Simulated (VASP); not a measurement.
# AlN (P6_3mc) in VASP: single point with RPBE

Aim: the single point of AlN with RPBE.

All numbers are computed with VASP 6.6.1; they aren't measurements. Logs are shortened: lines on timing, memory, paths and dates and some standing lists are left out, and cuts for length are marked.

**What was measured.**

From “Structural and optical properties of self-assembled AlN nanowires grown on SiO2/Si substrates by molecular beam epitaxy”, 2024, arxiv:2402.00216, for a bulk crystal of AlN at 0 K: band gap 6.0343 eV (an exciton energy, a little under the gap).

How close the calculation comes is told below.

### Step 1. Starting point

The structure is hexagonal, space group P6_3mc (No. 186). The conventional cell has a = 3.113 Å, b = 3.113 Å, c = 4.981 Å, α = 90.00°, β = 90.00°, γ = 120.00°. Al (site symmetry 3m) is surrounded by 4 N at 1.89 Å. Around N (site symmetry 3m) lie 4 Al at 1.89 Å.

### Step 2. Single point, RPBE

INCAR

```
SYSTEM = AlN
  PREC = Accurate
  ENCUT = 520
  EDIFF = 1E-7
  ISMEAR = 0
  SIGMA = 0.01
  LREAL = .False.
  LASPH = .True.
  NELM = 100
  ALGO = Fast
  ISIF = 2
  LWAVE = .False.
  LCHARG = .False.
  GGA = RP
  NBANDS = 16
```

KPOINTS

```
Automatic mesh
0
Gamma
  12 12 4
  0 0 0
```

POSCAR

```
AlN
1.0
    3.1130000000      0.0000000000      0.0000000000
   -1.5565000000      2.6959370800      0.0000000000
    0.0000000000      0.0000000000      4.9810000000
Al N
2 2
Direct
    0.3333333333      0.6666666667      0.0000000000
    0.6666666667      0.3333333333      0.5000000000
    0.3333333333      0.6666666667      0.3800000000
    0.6666666667      0.3333333333      0.8800000000
```

Potentials or basis: VASP PAW PBE potentials, release 64 (Al, N).

Started as:

```console
cat potpaw_PBE.64/Al/POTCAR potpaw_PBE.64/N/POTCAR > POTCAR
mpirun -np 1 vasp_std > vasp.out
```

OUTCAR:

```text
SYSTEM = AlN
   PREC = Accurate
   ENCUT = 520
   EDIFF = 1E-7
   ISMEAR = 0
   LREAL = .False.
   LASPH = .True.
   NELM = 100
   ISIF = 2
   GGA = RP

 ion  position               nearest neighbor table
   1  0.333  0.667  0.000-   3 1.89   4 1.89   4 1.89   4 1.89   2 3.07   2 3.07   2 3.07   2 3.07
                             2 3.07   2 3.07
   2  0.667  0.333  0.500-   4 1.89   3 1.89   3 1.89   3 1.89   1 3.07   1 3.07   1 3.07   1 3.07
                             1 3.07   1 3.07
   3  0.333  0.667  0.380-   1 1.89   2 1.89   2 1.89   2 1.89
   4  0.667  0.333  0.880-   2 1.89   1 1.89   1 1.89   1 1.89

  LATTYP: Found a hexagonal cell.
 ALAT       =     3.1130000000
 C/A-ratio  =     1.6000642467

  Lattice vectors:

 A1 = (   3.1130000000,   0.0000000000,   0.0000000000)
 A2 = (  -1.5565000000,   2.6959370800,   0.0000000000)
 A3 = (   0.0000000000,   0.0000000000,   4.9810000000)

Analysis of symmetry for initial positions (statically):
=====================================================================
 Subroutine PRICEL returns:
 Original cell was already a primitive cell.

 Routine SETGRP: Setting up the symmetry group for a
 hexagonal supercell.

 Subroutine GETGRP returns: Found 12 space group operations
 (whereof  6 operations were pure point group operations)
 out of a pool of 24 trial point group operations.

The static configuration has the point symmetry C_3v.
 The point group associated with its full space group is C_6v.

Analysis of symmetry for dynamics (positions and initial velocities):
=====================================================================
 Subroutine PRICEL returns:
 Original cell was already a primitive cell.

 Routine SETGRP: Setting up the symmetry group for a
 hexagonal supercell.

 Subroutine GETGRP returns: Found 12 space group operations
 (whereof  6 operations were pure point group operations)
 out of a pool of 24 trial point group operations.

The dynamic configuration has the point symmetry C_3v.
 The point group associated with its full space group is C_6v.

 Subroutine INISYM returns: Found 12 space group operations
 (whereof  6 operations are pure point group operations),
 and found     1 'primitive' translations

----------------------------------------------------------------------------------------

                                     Primitive cell

  volume of cell :      41.8028

  direct lattice vectors                    reciprocal lattice vectors
     3.113000000  0.000000000  0.000000000     0.321233537  0.185464269  0.000000000
    -1.556500000  2.695937080  0.000000000     0.000000000  0.370928538  0.000000000
     0.000000000  0.000000000  4.981000000     0.000000000  0.000000000  0.200762899

  length of vectors
     3.113000000  3.112999998  4.981000000     0.370928538  0.370928538  0.200762899

  position of ions in fractional coordinates (direct lattice)
     0.333333333  0.666666667  0.000000000
     0.666666667  0.333333333  0.500000000
     0.333333333  0.666666667  0.380000000
     0.666666667  0.333333333  0.880000000

  ion indices of the primitive-cell ions
   primitive index   ion index
                 1           1
                 2           2
                 3           3
                 4           4

----------------------------------------------------------------------------------------

 KPOINTS: Automatic mesh

Automatic generation of k-mesh.
 Grid dimensions read from file:
 generate k-points for:   12   12    4

 Generating k-lattice:

  Cartesian coordinates                     Fractional coordinates (reciprocal lattice)
     0.026769461  0.015455356  0.000000000     0.083333333 -0.000000000  0.000000000
     0.000000000  0.030910712  0.000000000     0.000000000  0.083333333  0.000000000
     0.000000000  0.000000000  0.050190725     0.000000000  0.000000000  0.250000000

  Length of vectors
     0.030910711  0.030910712  0.050190725

  Shift w.r.t. Gamma in fractional coordinates (k-lattice)
     0.000000000  0.000000000  0.000000000

 Subroutine IBZKPT returns following result:
 ===========================================

 Found     57 irreducible k-points:

 Following reciprocal coordinates:
            Coordinates               Weight
  0.000000  0.000000  0.000000      1.000000
  0.083333  0.000000  0.000000      6.000000
  0.166667  0.000000  0.000000      6.000000
  0.250000  0.000000  0.000000      6.000000
  0.333333  0.000000  0.000000      6.000000
  0.416667  0.000000  0.000000      6.000000
[... 16 lines left out ...]
  0.250000  0.000000  0.250000     12.000000
  0.333333  0.000000  0.250000     12.000000
 [... further k-points ...]
   k-points           NKPTS =     57   k-points in BZ     NKDIM =     57   number of bands    NBANDS=     16
   number of dos      NEDOS =    301   number of ions     NIONS =      4
   total plane-waves  NPLWV =  23040
   dimension x,y,z NGX =    24 NGY =   24 NGZ =   40
   dimension x,y,z NGXF=    48 NGYF=   48 NGZF=   80
   ions per type =               2   2
   NGX,Y,Z   is equivalent  to a cutoff of  12.82, 12.82, 13.35 a.u.
   NGXF,Y,Z  is equivalent  to a cutoff of  25.63, 25.63, 26.70 a.u.
 SYSTEM =  AlN
   PREC   = accura    normal or accurate (medium, high low for compatibility)
   ISTART =      0    job   : 0-new  1-cont  2-samecut
   ICHARG =      2    charge: 1-file 2-atom 10-const
   ISPIN  =      1    spin polarized calculation?
   LNONCOLLINEAR =      F non collinear calculations
   LSORBIT =      F    spin-orbit coupling
   LASPH  =      T    aspherical Exc in radial PAW
   ENCUT  =  520.0 eV  38.22 Ry    6.18 a.u.   5.79  5.79  9.26*2*pi/ulx,y,z
   NELM   =    100;   NELMIN=  2; NELMDL= -5     # of ELM steps
   EDIFF  = 0.1E-06   stopping-criterion for ELM
   LREAL  =      F    real-space projection
   EDIFFG = 0.1E-05   stopping-criterion for IOM
   NSW    =      0    number of steps for IOM
   IBRION =     -1    ionic relax: 0-MD 1-quasi-New 2-CG
   NFREE  =      0    steps in history (QN), initial steepest desc. (CG)
   ISIF   =      2    stress and relaxation
   ISYM   =      2    0-nonsym 1-usesym 2-fastsym
   POTIM  = 0.5000    time-step for ionic-motion
   TEBEG  =    0.0;   TEEND  =   0.0 temperature during run
   PSTRESS=    0.0 pullay stress
   NELECT =      16.0000    total number of electrons
   NUPDOWN=      -1.0000    fix difference up-down
   EMIN   =  10.00;   EMAX   =-10.00  energy-range for DOS
   EFERMI =   0.00;   METHOD = LEGACY
   ISMEAR =     0;   SIGMA  =   0.01  broadening in eV -4-tet -1-fermi 0-gaus
   EFERMI_NEDOS =   21; number of points for ismear=-14 and -15
   IALGO  =     68    algorithm
   IMIX   =      4    mixing-type and parameters
     AMIX     =   0.40;   BMIX     =  1.00
     AMIX_MAG =   1.60;   BMIX_MAG =  1.00
  volume/ion in A,a.u.               =      10.45        70.52
  Fermi-wavevector in a.u.,A,eV,Ry     =   1.188629  2.246183 19.222843  1.412839
  Thomas-Fermi vector in A             =   2.324754
   LORBIT       =      0    0 simple, 1 ext, 2 COOP (PROOUT), +10 PAW based schemes
   GGA     = RP    functional components
   LHFCALC =     F    Hartree Fock is set to
   AEXX    =    0.0000 exact exchange contribution
   IVDW    =     0    specifies the selected vdW correction
   LEPSILON=     F    determine dielectric tensor
   LRPA    =     F    only Hartree local field effects (RPA)
 non-spin polarized calculation
 RMM-DIIS sequential band-by-band and
 Gauss-broadening in eV      SIGMA  =   0.01
  energy-cutoff  :      520.00
  volume of cell :       41.80
 maximum number of plane-waves:      1152
 NGX is ok and might be reduce to    24
   NGX = 11   NGY = 11   NGZ = 19

 number of electron      15.9999997 magnetization

 Free energy of the ion-electron system (eV)
  ---------------------------------------------------
  ext. energy  EPLUGINS =         0.00000000
  ---------------------------------------------------
  free energy    TOTEN  =       -28.32156040 eV

  energy without entropy =      -28.32156040  energy(sigma->0) =      -28.32156040

 E-fermi :   6.3373     XC(G=0): -10.7782

 val. band max:        6.2357950565   @ k =   0.0000   0.0000   0.0000
 cond. band min:      10.5055167149   @ k =   0.0000   0.0000   0.0000
 fundamental gap:      4.2697216584
 Fermi energy:         6.3372943196

 k-point     1 :       0.0000    0.0000    0.0000
  band No.  band energies     occupation
      1      -8.9657      2.00000
      2      -6.8447      2.00000
      3       0.2926      2.00000
      4       5.4061      2.00000
      5       5.4061      2.00000
      6       6.0549      2.00000
[... 8 lines left out ...]
     15      19.4975      0.00000
     16      19.4975      0.00000

 k-point     2 :       0.0833    0.0000    0.0000
  band No.  band energies     occupation
      1      -8.8781      2.00000
      2      -6.7954      2.00000
      3       0.3975      2.00000
      4       4.9970      2.00000
      5       5.2899      2.00000
      6       5.6426      2.00000
[... 8 lines left out ...]
     15      19.5587      0.00000
     16      19.5604      0.00000

 k-point     3 :       0.1667    0.0000    0.0000
  band No.  band energies     occupation
      1      -8.6229      2.00000
      2      -6.6610      2.00000
      3       0.7067      2.00000
      4       3.9974      2.00000
      5       4.7718      2.00000
      6       5.0167      2.00000
[... 8 lines left out ...]
     15      18.7259      0.00000
     16      19.0984      0.00000

 k-point     4 :       0.2500    0.0000    0.0000
  band No.  band energies     occupation
      1      -8.2260      2.00000
      2      -6.4837      2.00000
      3       1.2016      2.00000
      4       2.8308      2.00000
      5       3.8148      2.00000
      6       4.7029      2.00000
[... 8 lines left out ...]
     15      18.4852      0.00000
     16      19.6238      0.00000
[... 324 lines left out ...]
 k-point    22 :       0.1667    0.0000    0.2500
  band No.  band energies     occupation
      1      -8.3993      2.00000
      2      -7.0411      2.00000
      3       1.3414      2.00000
      4       4.0034      2.00000
      5       4.4103      2.00000
      6       5.1425      2.00000
[... 8 lines left out ...]
     15      18.8157      0.00000
     16      19.1852      0.00000

 k-point    23 :       0.2500    0.0000    0.2500
  band No.  band energies     occupation
      1      -8.0191      2.00000
      2      -6.8045      2.00000
      3       1.5092      2.00000
      4       3.0174      2.00000
      5       3.6262      2.00000
      6       4.8491      2.00000
[... 8 lines left out ...]
     15      18.7467      0.00000
     16      19.6853      0.00000

 k-point    24 :       0.3333    0.0000    0.2500
  band No.  band energies     occupation
      1      -7.5607      2.00000
      2      -6.5732      2.00000
      3       1.2891      2.00000
      4       2.2272      2.00000
      5       3.2794      2.00000
      6       4.5905      2.00000
[... 8 lines left out ...]
     15      18.7420      0.00000
     16      20.4992      0.00000

 [... further k-points ...]
[... 5 lines left out ...]
  --------------------------------------------------------------------------------------
  -------------------------------------------------------------------------------------
  Total        1.6143466      1.6143466      2.0137659      0.0000000     -0.0000000      0.0000000
  in kB       61.8731111     61.8731110     77.1816669      0.0000000     -0.0000000      0.0000000
  external PRESSURE =      66.9759630 kB  Pullay stress =       0.0000000 kB

 VOLUME and BASIS-vectors are now :
 -----------------------------------------------------------------------------
  energy-cutoff  :      520.00
  volume of cell :       41.80
      direct lattice vectors                 reciprocal lattice vectors
     3.113000000  0.000000000  0.000000000     0.321233537  0.185464269  0.000000000
    -1.556500000  2.695937080  0.000000000     0.000000000  0.370928538  0.000000000
     0.000000000  0.000000000  4.981000000     0.000000000  0.000000000  0.200762899

 POSITION                                       TOTAL-FORCE (eV/Angst)
 -----------------------------------------------------------------------------------
     -0.00000      1.79729      0.00000        -0.000000     -0.000000     -0.136287
      1.55650      0.89865      2.49050         0.000000      0.000000     -0.136287
     -0.00000      1.79729      1.89278        -0.000000     -0.000000      0.136287
      1.55650      0.89865      4.38328         0.000000      0.000000      0.136287
 -----------------------------------------------------------------------------------
    total drift:                               -0.000000     -0.000000      0.000449

  FREE ENERGIE OF THE ION-ELECTRON SYSTEM (eV)
  ---------------------------------------------------
  free  energy   TOTEN  =       -28.3215603955 eV

  energy  without entropy=      -28.3215603955  energy(sigma->0) =      -28.32156040
```

Run time: 19 s. Hardware: 1 thread of Intel Xeon Platinum 8488C (Sapphire Rapids), shared host; peak memory 0.17 GiB.

What came out:

| Property | Result |
| --- | --- |
| Free energy | -28.3216 eV |
| Pressure | 6.7 GPa |
| Largest force | 0.136 eV/Å |
| Band gap on the k mesh | 4.27 eV, direct |

Forces on the atoms (eV/Å):
```
Al   0.000  0.000 -0.136
Al   0.000  0.000 -0.136
N    0.000  0.000  0.136
N    0.000  0.000  0.136
```

Caveat: the PAW data sets were made with another functional, which shifts forces and pressure a little.

### Step 3. How close it comes

Step 2. Measured gap of AlN: 6.0343 eV (an exciton energy, a little under the gap; 0 K; quoted in “Structural and optical properties of self-assembled AlN nanowires grown on SiO2/Si substrates by molecular beam epitaxy”, 2024, arxiv:2402.00216). This calculation gives 4.27 eV (-1.76 eV). 2 values of this kind are on record (6.034 to 6.0343 eV); this one was drawn at random. The value is that of RPBE on a finite k mesh, which can miss the band edges, without temperature or zero-point motion. Semilocal functionals fall short of measured gaps as a rule.
